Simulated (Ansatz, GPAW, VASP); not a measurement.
# One calculation of Pt, 3 ways

```
Pt
1.0
     0.00000    1.96090    1.96090
     1.96090    0.00000    1.96090
     1.96090    1.96090    0.00000
Pt
1
Direct
  0.00000 0.00000 0.00000
```

Alike in all runs: task single point; functional PBE; k mesh 12 × 12 × 12; occupations gaussian, width 0.026 eV; no spin polarisation; no spin-orbit coupling. Pressure is positive in compression and, in plane waves, holds the error of the finite cutoff.

```json
{"program and potentials": "VASP, PBE PAW files Pt, 520 eV", "plane-wave cutoff (eV)": "520", "notes": "10 valence electrons an atom on average", "band gap (eV)": "no gap", "pressure (GPa)": "9.69"}
{"program and potentials": "Ansatz, all-electron LAPW, scalar-relativistic", "plane-wave cutoff (eV)": "-", "notes": "-", "band gap (eV)": "no gap", "pressure (GPa)": "10.17"}
{"program and potentials": "GPAW, GPAW PAW data sets (gpaw-data 1.2.1)", "plane-wave cutoff (eV)": "600", "notes": "16 valence electrons an atom on average", "band gap (eV)": "no gap", "pressure (GPa)": "9.72"}
```

None finds a gap. The pressure spans 9.69 (VASP, PBE PAW files Pt, 520 eV) to 10.17 GPa (Ansatz, all-electron LAPW, scalar-relativistic), with all-electron results at 10.17.

The functional is the same throughout but for its coding, so the spread measures potentials, basis and numerics; runs on potential files found faulty are left out.

All three calculations describe platinum as a metal under compression at this volume, and the pressures, from 9.69 to 10.17 GPa, differ far less than their common offset from zero. The cell is close to the experimental one, at which real platinum is essentially stress-free, so the offset probably reflects the functional rather than any physical load. PBE tends to underbind the late 5d metals and prefers a larger lattice constant. Because platinum is stiff, with strong d bonding and cohesion opposed by steep repulsion at short distance, even a small mismatch in lattice constant produces a pressure of this size.

The missing gap follows from a nearly filled 5d band that overlaps and hybridises with the broad sp band, leaving states at the Fermi level. The two PAW results nearly coincide despite their different valence partitions, which suggests that explicit semicore states matter little here, although compensating differences cannot be excluded. A single volume fixes neither the equilibrium lattice constant nor the bulk modulus.
